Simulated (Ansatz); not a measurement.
# From three elastic constants to directional properties of KBr

Level of theory: DFT LDA, scalar-relativistic, plane waves, PAW in Ansatz. Plane waves to 420 eV; Γ-centred k mesh 6×6×6; fixed occupations. No spin polarisation.

The cell is fixed (symmetry leaves no force on the atoms) and stands under -0.2 GPa:
```
K Br
1.0
     3.84090    0.00000    0.00000
     0.00000    3.84090    0.00000
     0.00000    0.00000    3.84090
K Br
1 1
Direct
  0.00000 0.00000 0.00000
  0.50000 0.50000 0.50000
```

The cell is the ideal cubic caesium chloride prototype; this isn't the usual structure of the compound.

With ions relaxed, on the cubic axes: C11 = 51.7, C12 = 8.7, C44 = 8.3 GPa. The density is 3.487 g/cm³.

Question: Is the crystal stable against strain, and how anisotropic is it?

Answer: Born's conditions hold: C11 + 2C12 = 69.1, C11 − C12 = 43.0 and C44 = 8.3 GPa are all positive. B = (C11 + 2C12)/3 = 23.0 GPa. The two shear moduli are C44 and C′ = (C11 − C12)/2 = 21.5 GPa, so Zener's ratio is A = C44/C′ = 0.39: the shear C44 is the soft one, as in NaCl, KCl, the halide perovskites and the bcc metals V, Nb, Cr and Mo. The Cauchy pressure C12 − C44 is 0.4 GPa; it would vanish for pair forces between atoms on inversion centres at zero pressure, and here it is small.

Question: Give the sound speeds along the three symmetry directions.

Answer: The Christoffel equation gives ρv² for each branch:
| direction | branch | ρv² | GPa | v (m/s) |
| --- | --- | --- | --- | --- |
| [100] | L | C11 | 51.7 | 3850 |
| [100] | T (×2) | C44 | 8.3 | 1541 |
| [110] | L | (C11 + C12 + 2C44)/2 | 38.5 | 3322 |
| [110] | T, u ∥ [001] | C44 | 8.3 | 1541 |
| [110] | T, u ∥ [1-10] | (C11 − C12)/2 | 21.5 | 2483 |
| [111] | L | (C11 + 2C12 + 4C44)/3 | 34.1 | 3125 |
| [111] | T (×2) | (C11 − C12 + C44)/3 | 17.1 | 2214 |

Question: How does Young's modulus depend on direction?

Answer: Inverting gives S11 = 20.326, S12 = -2.925, S44 = 120.773 TPa⁻¹. Along a unit vector (l, m, n), 1/E = S11 − 2(S11 − S12 − S44/2)(l²m² + m²n² + n²l²), where the last bracket is 0, 1/4 and 1/3 for [100], [110] and [111]: E = 49, 26 and 22 GPa. With A < 1 the cube edge is stiffest. For a film on (001), the biaxial modulus is C11 + C12 − 2C12²/C11 = 57 GPa and the normal strain is −2C12/C11 = -0.34 times the in-plane one.

Cost: 2 runs of about 2.7 core-minutes in all, on Intel Xeon Processor @ 2.50GHz (Skylake/Cascade Lake) (shared hosts).